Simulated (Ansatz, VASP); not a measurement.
**Y in VASP and in Ansatz**

```
Y
1.0
     0.00000    2.51750    2.51750
     2.51750    0.00000    2.51750
     2.51750    2.51750    0.00000
Y
1
Cartesian
  0.0000 0.0000 0.0000
```

Change from the starting cell: volume scaled by 0.96.

Alike in both runs: task single point; functional PBE; k mesh 9 × 9 × 9; occupations fermi-dirac, width 0.05 eV; no spin polarisation.

|  | VASP | Ansatz |
| --- | --- | --- |
| version | VASP 6.6.1 | Ansatz 0.2.0 |
| potentials or method | VASP PAW PBE potentials, release 64 (Y_sv), cutoff 520 eV | all-electron LAPW, scalar-relativistic |

Ansatz gave:

- gap on the k mesh at the Fermi level (eV): none
- pressure (GPa): 0.8

Q: What did VASP give for the same quantities?

A: gap on the k mesh at the Fermi level (eV): none; pressure (GPa): 0.6.

A gap of «none» marks a metal or a gap that the smearing closes. Ansatz ran all-electron here, so the differences hold the error of VASP's frozen core and of both bases.
